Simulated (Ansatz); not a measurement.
# What MoS2 monolayer (1T) distorts into

Wanted: the energy along a soft mode of MoS2 monolayer (1T) and the structure at the end.

Main program and level: Ansatz 0.2.0; DFT PBEsol, scalar-relativistic, plane waves, PAW; PAW set soft_1.

## 1. Set-up

The cell holds 3 atoms: 1 Mo and 2 S. Cell: a = 3.113 Å, b = 3.113 Å, c = 29.504 Å, α = 90.0°, β = 90.0°, γ = 120.0°. It derives from MoS2. Vacuum lies along c.

## 2. Response at finite wavevector

The cell comes from relaxations at this level that are not shown. Stability and thermal properties need the whole zone. Linear response on a 6×6×1 q mesh gives force constants as far as a supercell of that size would.

input.yaml reads:

```yaml
crystal:
  lattice:
    - [3.1127453568, 0.0, 0.0]
    - [-1.5563726784, 2.6957165545, 0.0]
    - [0.0, 0.0, 29.504]
  atoms:
    - { symbol: Mo, position: [0.0, 0.0, 0.3389370933] }
    - { symbol: S, position: [0.3333333333, 0.6666666667, 0.3933579843] }
    - { symbol: S, position: [0.6666666667, 0.3333333333, 0.2845162023] }
  periodic: [true, true, false]
kpoints:
  mp_grid: { grid: [18, 18, 1] }
hamiltonian:
  xc: pbesol
  pseudopotentials: { kind: paw, azcp: { folder: soft_1 }, xc_functional: pbe }
scf:
  occupations: { method: methfessel_paxton, width: 0.2 }
output:
  eigenvalues: true
phonons:
  method: dfpt
  qmesh: [6, 6, 1]
  temperatures: { t_max: 1000, t_step: 50 }
  qpath:
    path:
      - [0.0, 0.0, 0.0]
      - [0.5, 0.0, 0.0]
      - [0.33333333, 0.33333333, 0.0]
      - [0.0, 0.0, 0.0]
    npoints: 10
```

On the command line:

```bash
ansatz run input.yaml --threads 4 --pin off --max-ram 16384MiB --backend cpu --events-out ev --progress --plain --runs-dir out
```

Numbers of over 12 decimals in the logs are rounded to 6 here.

What it wrote:

```text
Warning: crystal.symmetry: narrowed to the stabiliser of the run's FFT grids — unitary ops 12 → 6. A phonons.method: dfpt run fills in the rows of the dynamical matrix that it does not solve by its symmetry operations, which is exact only for operations that map its FFT grids onto themselves: filled in by any other, the frequencies could depend on the order in which like atoms are typed, or, by more than the grids' own error, on where the crystal sits among the grids' points. Excluded: 6 operations. The run can therefore solve more perturbations, solve them on more k-points, or both, and cost more. [rest of the remark cut]
Engine: ansatz 0.2.0, aarch64-unknown-linux-gnu
Pseudopotentials: kind: paw
Pseudopotential: Mo, paw, valence charge 14, recommended cutoff 420 eV (normal), soft_1/Mo.paw.azcp
Pseudopotential: S, paw, valence charge 6, recommended cutoff 420 eV (normal), soft_1/S.paw.azcp
Functional definition: PBEsol
  exchange = pbesol_x
  correlation = pbesol_c
Crystal: 3 atoms, lattice volume = 247.570 Å³
Basis set: ecut = 420 eV, 4803 PW (Γ), exchange–correlation on 48×48×400 points (8 copies of the dense FFT grid, shifted against one another)
Bands: 17, of which v1, the nominal top of the filled ones, is band 13 counted from 1 (12 counted from 0)
Symmetry: 12 space group operations
k-points: 37 of 324 (irreducible under 6 space group operations, time reversal used)
Non-local potential: Mo, projectors of the file, l = 0: 3, l = 1: 2, l = 2: 2, l = 3: 1
Non-local potential: S, projectors of the file, l = 0: 2, l = 1: 2, l = 2: 1
PAW form: soft (Blöchl's): semilocal exchange-correlation on the pseudo side does not see the compensation charge
PAW frozen core: Mo, regenerated for the run's functional, and the local potential with it (the file was generated under x = pbe(κ = 0.804, μ = 0.219515), c = pbe(β = 0.066725))
PAW frozen core: S, regenerated for the run's functional, and the local potential with it (the file was generated under x = pbe(κ = 0.804, μ = 0.219515), c = pbe(β = 0.066725))
PAW one-centre angular grid: Mo, 590 points (default); XC on 64 Gauss nodes
PAW one-centre angular grid: S, 110 points (default); XC on 64 Gauss nodes
Initial density: superposition of atomic densities (neutral atoms: chi_scale 0, normalization atom)
Initial wavefunctions: pseudopotential atomic-orbital guess
Functional: x = pbesol(κ = 0.804, μ = 0.123457), c = pbesol(β = 0.046)
SCF iter   1: F=—  HF=-6670.801605 eV  |F-HF|=—  |Δ(HF+E_count)|=         —  Δρ=4.09e-2  dr2=6.62e0  ethr=3.10e-3  ⟨swp⟩=16.1  Hψ=6850  notcnv=0
preconditioner: auto → LDOS  [insulator: Δε(μ)=0.133 eV  Ē_g=8.832 eV  σ=0.200 eV  W_gap=0.51  n_scr=16 (ndim 8)  ℏωp=10.0 eV  f_vac=0.753  D(μ)=1.27/eV (n_scr^D=8)  ε∞_Penn≈2.3  β→1.0]
SCF iter   2: F=—  HF=-6669.841028 eV  |F-HF|=—  |Δ(HF+E_count)|=   9.61e-1  S|Δr|=    0.00e0  Δρ=2.74e-2  dr2=2.27e0  ethr=3.10e-3  ⟨swp⟩=4.6  Hψ=2270  notcnv=0
SCF iter   3: F=—  HF=-6669.341191 eV  |F-HF|=—  |Δ(HF+E_count)|=   5.00e-1  S|Δr|=    0.00e0  Δρ=5.30e-3  dr2=1.11e-1  ethr=3.10e-3  ⟨swp⟩=3.4  Hψ=1824  notcnv=0
SCF iter   4: F=—  HF=-6669.322735 eV  |F-HF|=—  |Δ(HF+E_count)|=   1.85e-2  S|Δr|=    0.00e0  Δρ=6.63e-4  dr2=2.10e-3  ethr=4.25e-4  ⟨swp⟩=3.4  Hψ=1527  notcnv=0
SCF iter   5: F=—  HF=-6669.322698 eV  |F-HF|=—  |Δ(HF+E_count)|=   3.65e-5  S|Δr|=    0.00e0  Δρ=2.26e-4  dr2=8.47e-5  ethr=8.07e-6  ⟨swp⟩=3.4  Hψ=1478  notcnv=0
SCF iter   6: F=—  HF=-6669.322736 eV  |F-HF|=—  |Δ(HF+E_count)|=   3.79e-5  S|Δr|=    0.00e0  Δρ=6.80e-5  dr2=7.19e-6  ethr=3.26e-7  ⟨swp⟩=4.1  Hψ=1628  notcnv=0
SCF iter   7: F=—  HF=-6669.322745 eV  |F-HF|=—  |Δ(HF+E_count)|=   8.25e-6  S|Δr|=    0.00e0  Δρ=1.21e-5  dr2=1.81e-7  ethr=2.76e-8  ⟨swp⟩=3.8  Hψ=1420  notcnv=0
SCF iter   8: F=—  HF=-6669.322617 eV  |F-HF|=—  |Δ(HF+E_count)|=   1.28e-4  S|Δr|=    0.00e0  Δρ=1.37e-6  dr2=2.76e-9  ethr=6.95e-10  ⟨swp⟩=3.5  Hψ=1480  notcnv=0
SCF iter   9: F=—  HF=-6669.322617 eV  |F-HF|=—  |Δ(HF+E_count)|=   1.14e-8  S|Δr|=    0.00e0  Δρ=3.54e-7  dr2=2.31e-10  ethr=1.06e-11  ⟨swp⟩=4.1  Hψ=1718  notcnv=0
SCF iter  10: F=—  HF=-6669.322617 eV  |F-HF|=—  |Δ(HF+E_count)|=   3.01e-9  S|Δr|=    0.00e0  Δρ=7.32e-8  dr2=2.02e-11  ethr=1.00e-12  ⟨swp⟩=2.8  Hψ=1127  notcnv=0
SCF iter  11: F=-6669.322617 eV  HF=-6669.322617 eV  |F-HF|=7.28e-12  |Δ(HF+E_count)|=  5.28e-10  S|Δr|=    0.00e0  Δρ=9.45e-9  dr2=1.34e-13  ethr=1.00e-12  ⟨swp⟩=15.3  Hψ=5720  notcnv=0
SCF 1 converged in 11 iterations: F = -6669.322617 eV  dr2 = 1.34e-13
  greatest PAW one-centre occupation: 0.999 electrons in one spin orbital (limit 2), on the Mo atom at site 0 (counted from 0), in its partial waves of l = 0
phonons: the bands overlap, so this run is a metal and interpolates without the dipole-dipole term. If the crystal is really an insulator or semiconductor, its LO-TO splitting is missing
NSCF: frozen V_eff on 37 k-points
NSCF: frozen V_eff on 91 k-points
DFPT response loops at q = (0, 0, 0) (fractional): preconditioner auto → none (partly filled bands, converged f_vac=0.759); β = 0.50; Broyden in place of MSR1
NSCF: frozen V_eff on 342 k-points
DFPT response loops at q = (0, 0.166667, 0) (fractional): mixed as the last ones told, above
NSCF: frozen V_eff on 342 k-points
DFPT response loops at q = (0, 0.333333, 0) (fractional): mixed as the last ones told, above
NSCF: frozen V_eff on 182 k-points
DFPT response loops at q = (0, -0.5, 0) (fractional): mixed as the last ones told, above
NSCF: frozen V_eff on 648 k-points
DFPT response loops at q = (0.166667, 0.166667, 0) (fractional): mixed as the last ones told, above
NSCF: frozen V_eff on 648 k-points
DFPT response loops at q = (0.166667, 0.333333, 0) (fractional): mixed as the last ones told, above
NSCF: frozen V_eff on 342 k-points
DFPT response loops at q = (0.333333, 0.333333, 0) (fractional): mixed as the last ones told, above
SCF converged after 11 iterations
Stability not checked: this state was not tested for a lower state beside it, because cold or Methfessel-Paxton smearing, or corrected tetrahedra, fill the levels in a way that the test cannot read (fill_not_monotonic; see scf.lower_state_search)
Free energy (F): -6669.322617 eV
Harris-Foulkes:  -6669.322617 eV  (|F-HF|=7.28e-12)
Internal energy: -6669.324386 eV  (E = F + TS)
E sigma→0 (E₀):  -6669.323059 eV
Entropy (-TS):   0.001769 eV (0.590 meV/atom)
Fermi energy:    -5.080398 eV
--- Per-component energies (eV) ---
  E_band       = -577.261584
  E_kinetic    = 634.210184
  E_local      = -44924.791004  (includes V_loc(G=0)·N_el)
  E_nonlocal   = 219.394439
  E_hartree    = 22029.206053
  E_xc         = -351.387825
  E_vxc        = -384.577165  (∫ρ·V_xc dr)
  E_paw        = -4338.679568  (= ΣΔE_a)
  E_vpaw       = -179.910206  (= ΣTr[D̂ρ^β])
  E_aug_tail   = 0.000042  (compensation charges beyond the density's cutoff)
  E_ewald      = 20062.390095
  E_core_change = 0.333199  (= ΣΔE_core)
  E_smearing   = 0.001769  (= −TS)
  E_closure    = 0.000000  (closes the sum)
  Σ components = -6669.322617   (vs F -6669.322617, Δ=0.00e0)
--- Band table (eV; the first three rows and the last of 37) ---
  k-point 0: bands = [... 9 lower, -8.2918, -6.3280, -5.9775, -5.9775, -5.0777, -5.0777, -1.7856, -1.7856]
  k-point 1: bands = [... 9 lower, -8.0356, -6.4138, -6.1843, -6.1731, -5.0125, -4.8957, -1.9778, -1.8162]
  k-point 2: bands = [... 9 lower, -7.7662, -6.9915, -6.5170, -6.2739, -4.9107, -4.5916, -2.3811, -1.8785]
  k-point 36: bands = [... 9 lower, -9.0611, -9.0611, -9.0369, -4.6910, -4.6910, -4.0407, -1.7791, -1.7791]
--- Phonons (Γ-DFPT): 6 representative perturbations + reference (Σ response iterations 28) ---
  ASR residual: 1.453e-5 → 0.000e0 eV/Å²; symmetrization residual: 5.907e-6 eV/Å²
  The last average, over the group as it would stand without the narrowing to the FFT grids, took up to 2.585e-6 eV/Å² of the zone centre's force constants
  ASR residual per site (eV/Å²): 5.31e-6 1.31e-5 1.45e-5
  Γ frequencies (cm⁻¹): 0.00 0.00 0.00 240.20 240.20 265.57 265.57 364.11 401.99
--- Phonons (arbitrary-q DFPT): 7 irreducible q on the 6×6×1 mesh ---
  q = [0.0000, 0.0000, 0.0000] (star 1, of the zone-centre solve; hermiticity 5.17e-7, symmetrization 5.69e-13, taken by the last average 1.13e-7): -0.00 0.00 0.00 240.20 240.20 265.57 265.57 364.11 401.99
  q = [0.0000, 0.1667, 0.0000] (star 6, 9 solved perturbations on 171 of 324 k-point pairs; hermiticity 6.50e-7, symmetrization 2.87e-10, taken by the last average 1.54e-7): 43.48 82.75 111.67 245.37 278.56 283.27 301.83 365.08 397.00
  q = [0.0000, 0.3333, 0.0000] (star 6, 9 solved perturbations on 171 of 324 k-point pairs; hermiticity 8.55e-7, symmetrization 3.96e-10, taken by the last average 2.23e-7): 53.09 117.98 121.41 264.73 288.23 312.58 323.59 353.91 378.39
  q = [0.0000, -0.5000, 0.0000] (star 3, 9 solved perturbations on 91 of 324 k-point pairs; hermiticity 4.68e-7, symmetrization 3.40e-10, taken by the last average 1.93e-7): -288.91 67.72 153.36 272.68 285.90 318.08 328.88 343.67 371.14
  q = [0.1667, 0.1667, 0.0000] (star 6, 6 solved perturbations in 1485 linear systems a pass and spin channel, the states on 324 of 324 k-point pairs; hermiticity 9.16e-7, symmetrization 4.32e-10, taken by the last average 1.32e-7): 95.18 119.23 127.50 250.13 277.92 307.63 317.59 362.42 367.26
  q = [0.1667, 0.3333, 0.0000] (star 12, 9 solved perturbations on 324 of 324 k-point pairs: no pair is spared here; hermiticity 7.32e-7, symmetrization 0.00e0, taken by the last average 2.38e-7): -203.13 85.96 142.54 270.25 294.14 319.81 334.20 339.68 359.38
  q = [0.3333, 0.3333, 0.0000] (star 2, 6 solved perturbations in 705 linear systems a pass and spin channel, the states on 171 of 324 k-point pairs; hermiticity 4.89e-7, symmetrization 2.27e-8, taken by the last average 1.60e-7): -162.48 -162.48 146.57 298.72 298.72 320.21 327.90 336.75 336.75
  sum rule: each row above includes the acoustic sum rule's correction from the zone centre's row sums; it moved no ω² by more than (0.35 cm⁻¹)²
  mesh force constants: q→R imaginary residual 2.86e-18; ASR residual 1.453e-5 → 0.000e0 eV/Å²; symmetrization residual 8.882e-15 eV/Å²
  interpolated dispersion: 31 rows × 9 modes
  density of states and harmonic sums: on the 24×24×1 q-mesh, interpolated from the force constants of a 6×6×1 supercell (no non-analytic term)
  largest difference from the sums on the solved wave vectors: F 1.36e-3 eV, S 7.67e-6 and C_V 4.52e-6 eV/K
  zero-point energy: 0.132907 eV/cell   skipped modes (ω ≤ 0): 43, of them read as no rigid motion or as one in doubt: 40 (6.580e-1 modes/cell left out, lowest -288.91 cm⁻¹)   left out of the sums: 7.37e-2 of the cell's modes: C_V's classical limit lies that fraction below 3 k_B per atom; for a crystal, a wire or a layer, F and S can be off by more, and a phonons.interpolated_qmesh denser along its periods is the remedy for the sampling
```

Elapsed: 23 min, on 4 threads of Arm Neoverse V1, shared host; peak memory 2.9 GiB; 1.5 h of CPU time.

Numbers from this step:

| Property | Result |
| --- | --- |
| gap on the k-mesh | 0 eV |
| sum-rule residual before enforcement | 1.45e-5 eV/Å² |
| lowest frequency on the path | -288.9 cm⁻¹ |
| point group | -3m |
| highest frequency on the path or at a solved wavevector | 402.2 cm⁻¹ |
| area per atom | 2.797 Å² |
| highest optical mode at the zone centre (no LO-TO term) | 402.0 cm⁻¹ |
| lowest optical zone-centre mode | 240.2 cm⁻¹ |
| lowest mode on the q mesh (acoustic modes at Γ apart) | -288.9 cm⁻¹ |

Frequencies (cm⁻¹) solved at each irreducible wavevector; negative means imaginary. Frequencies by wavevector, by row:

```
q in reciprocal lattice units  star  mode 1  mode 2  mode 3  mode 4  mode 5  mode 6  mode 7  mode 8  mode 9
                        0 0 0     1       0       0       0   240.2   240.2   265.6   265.6   364.1     402
                   0 0.1667 0     6    43.5    82.8   111.7   245.4   278.6   283.3   301.8   365.1     397
                   0 0.3333 0     6    53.1     118   121.4   264.7   288.2   312.6   323.6   353.9   378.4
                     0 -0.5 0     3  -288.9    67.7   153.4   272.7   285.9   318.1   328.9   343.7   371.1
              0.1667 0.1667 0     6    95.2   119.2   127.5   250.1   277.9   307.6   317.6   362.4   367.3
              0.1667 0.3333 0    12  -203.1      86   142.5   270.2   294.1   319.8   334.2   339.7   359.4
              0.3333 0.3333 0     2  -162.5  -162.5   146.6   298.7   298.7   320.2   327.9   336.8   336.8
```

Interpolated from a 6×6×1 q mesh. Phonon branches along the path, in cm⁻¹:

```
  point  branch 1  branch 2  branch 3  branch 4  branch 5  branch 6  branch 7  branch 8  branch 9
      Γ         0         0         0       240       240       266       266       364       402
halfway        83       113       150       253       288       299       316       362       386
      M      -289        68       153       273       286       318       329       344       371
halfway      -242        35       150       273       296       322       333       341       357
      K      -162      -162       147       299       299       320       328       337       337
halfway        95       119       128       250       278       308       318       362       367
      Γ         0         0         0       240       240       266       266       364       402
```

The phonon branches as a text plot (rows in cm⁻¹):

```
    388 |*****************                            ***********
    359 |***************  ************       ********************
    330 |         ************************************
    301 |     ************     ****************************
    273 |*********  ******************       ********************
    244 |***********                              ***************
    215 |
    186 |
    157 |         **      *******************
    129 |       **  ******                   ************
    100 |     ********  **                     ************
     71 |   ********      ********                    *******
     42 | ******                  **         **          **  ***
     13 |*****                                    **       ******
    -15 | **
    -44 |                           *
    -73 |             **             *
   -102 |                             **   **
   -131 |                               *
   -159 |                                **    ***
   -188 |               **            ***  ****
   -217 |                           **
   -246 |                         **
   -275 |                 ********
         Γ                   M           K                      Γ
```

Symmetry leaves 7 wavevectors to solve. The lowest mode among them, the acoustic zeros apart, lies at q = (0, -0.5, 0) and is imaginary, 288.9i cm⁻¹, so the energy falls along it.

## 3. The mode frozen in, largest atomic shift 0 Å

The mode followed lies at q = (0, -0.5, 0) with frequency 288.9i cm⁻¹, the softest among the wavevectors solved. At small amplitude the distorted cell has space group no. 11 by a symmetry search on the positions. The undistorted cell that holds it gives the zero of energy on the same k mesh.

System of this step: MoS2 monolayer (1T). The cell holds 6 atoms: 2 Mo and 4 S. Its edges and angles: a = 3.113 Å, b = 5.391 Å, c = 29.504 Å, α = 90.0°, β = 90.0°, γ = 90.0°. It derives from MoS2. Vacuum lies along c.

input.yaml, the sections that differ from step 2:

```yaml
crystal:
  lattice:
    - [3.1127453568, 0.0, 0.0]
    - [-1.0e-10, 5.391433109, 0.0]
    - [0.0, 0.0, 29.504]
  atoms:
    - { symbol: Mo, position: [0.5, 0.5, 0.3389370933] }
    - { symbol: Mo, position: [0.0, 0.0, 0.3389370933] }
    - { symbol: S, position: [0.0, 0.3333333333, 0.3933579843] }
    - { symbol: S, position: [0.5, 0.8333333333, 0.3933579843] }
    - { symbol: S, position: [0.5, 0.1666666667, 0.2845162023] }
    - { symbol: S, position: [1.0, 0.6666666667, 0.2845162023] }
  periodic: [true, true, false]
kpoints:
  mp_grid: { grid: [12, 8, 1] }
output:
  forces: true
  stress: true
  eigenvalues: true
# hamiltonian, scf: as in step 2
# phonons: removed
```

What it wrote:

```text
[...]
Crystal: 6 atoms, lattice volume = 495.141 Å³
Basis set: ecut = 420 eV, 9683 PW (Γ), exchange–correlation on 48×80×400 points (8 copies of the dense FFT grid, shifted against one another)
Bands: 32, of which v1, the nominal top of the filled ones, is band 26 counted from 1 (25 counted from 0)
Symmetry: 8 space group operations
[...]
k-points: 35 of 96
[...]
k-point 0: bands = [... 22 lower, -6.5615, -6.3246, -5.9739, -5.9721, -5.0769, -5.0769, -3.7329, -3.1771, ... 2 higher]
  k-point 1: bands = [... 22 lower, -6.5921, -6.4555, -6.2112, -6.2046, -4.9980, -4.8569, -3.7961, -3.3743, ... 2 higher]
  k-point 2: bands = [... 22 lower, -7.1503, -6.6868, -6.5962, -6.2818, -4.8842, -4.5209, -3.9368, -3.8120, ... 2 higher]
  k-point 34: bands = [... 22 lower, -7.4333, -7.4333, -6.5615, -6.5615, -3.7320, -3.7320, -3.1763, -3.1763, ... 2 higher]
[key lines of the parts left out:]
SCF converged after 9 iterations
Free energy (F): -13338.640041 eV
Fermi energy:    -5.093881 eV
P = ½ c Tr σ = 0.0152 N/m
```

Run time: 12 s. Hardware: 4 threads; peak memory 1 GiB; 47 s of CPU time.

Numbers from this step:

```yaml
energy_from_the_undistorted_cell: 0 meV/atom
```

## 4. The mode frozen in, largest atomic shift 0.22 Å

The atoms are moved along the unstable eigenvector, the largest shift by 0.22 Å, with the cell fixed.

The program solves this slab on a cell height of its own, 30.6 Å, in place of the one typed.

input.yaml, the sections that differ from step 3:

```yaml
crystal:
  lattice:
    - [3.1127453568, 0.0, 0.0]
    - [-1.0e-10, 5.391433109, 0.0]
    - [0.0, 0.0, 29.504]
  atoms:
    - { symbol: Mo, position: [0.5, 0.5407973404, 0.3390859943] }
    - { symbol: Mo, position: [0.0, -0.0407973404, 0.3387881923] }
    - { symbol: S, position: [0.0, 0.3324159674, 0.3903629243] }
    - { symbol: S, position: [0.5, 0.8342506993, 0.3963530443] }
    - { symbol: S, position: [0.5, 0.1675840326, 0.2875112623] }
    - { symbol: S, position: [1.0, 0.6657493007, 0.2815211423] }
  periodic: [true, true, false]
# kpoints, hamiltonian, scf, output: as in step 3
```

What it wrote:

```text
[...]
k-point 0: bands = [... 22 lower, -6.5518, -6.4411, -5.9272, -5.3863, -5.2940, -5.1705, -3.3114, -3.1007, ... 2 higher]
  k-point 1: bands = [... 22 lower, -6.5807, -6.4705, -6.1147, -5.8806, -5.0959, -5.0713, -3.3950, -3.1384, ... 2 higher]
  k-point 2: bands = [... 22 lower, -6.7314, -6.6787, -6.4196, -6.3709, -5.0949, -5.0106, -3.5610, -3.1369, ... 2 higher]
  k-point 34: bands = [... 22 lower, -7.3893, -7.3893, -6.6800, -6.6800, -3.6347, -3.6347, -2.9765, -2.9765, ... 2 higher]
[key lines of the parts left out:]
SCF converged after 11 iterations
Free energy (F): -13338.934719 eV
Fermi energy:    -5.698472 eV
P = ½ c Tr σ = 1.8405 N/m
```

It took 15 s on 4 threads; peak memory 1.1 GiB; 57 s of CPU time.

Numbers from this step:

```
energy from the undistorted cell : -49.75 meV/atom
```

The energy, extrapolated to zero smearing, is -49.75 meV/atom against the undistorted cell.

## 5. Energy along the mode, all amplitudes (two of the runs are shown above)

An imaginary frequency means negative curvature, so the energy should fall and then rise again as anharmonic terms take over.

This step gave:

```
depth at the lowest point sampled  : 49.75 meV/atom
largest atomic shift at that point : 0.22 Å
```

Energy from the parent against largest atomic shift:

```
largest atomic shift (Å)  energy from the parent (meV/atom)
                   0.000                                  0
                   0.040                              -7.62
                   0.080                              -22.5
                   0.140                              -42.8
                   0.220                              -49.8
                   0.320                               7.70
```

Displacement at unit largest shift by atom:

```
atom  x (Å)  y (Å)  z (Å)  size
 Mo1   0.00   1.00   0.02  1.00
 Mo2   0.00  -1.00  -0.02  1.00
  S3   0.00  -0.02  -0.40  0.40
  S4   0.00   0.02   0.40  0.40
  S5   0.00   0.02   0.40  0.40
  S6   0.00  -0.02  -0.40  0.40
```

The lowest of the steps tried is at 0.22 Å, 49.8 meV/atom below the parent; the bottom of the well need not coincide with a step.

[end of part 1 of 3]

[Logs are printed without paths, hosts, clocks, repeated set-up lines and the standing remarks that a program may print on its own settings, such as how far it seeks lower states.]

[Hosts, paths, dates, database ids (printed as entryN), source tags and the programs' standing remarks are cut or masked in the printed files.]
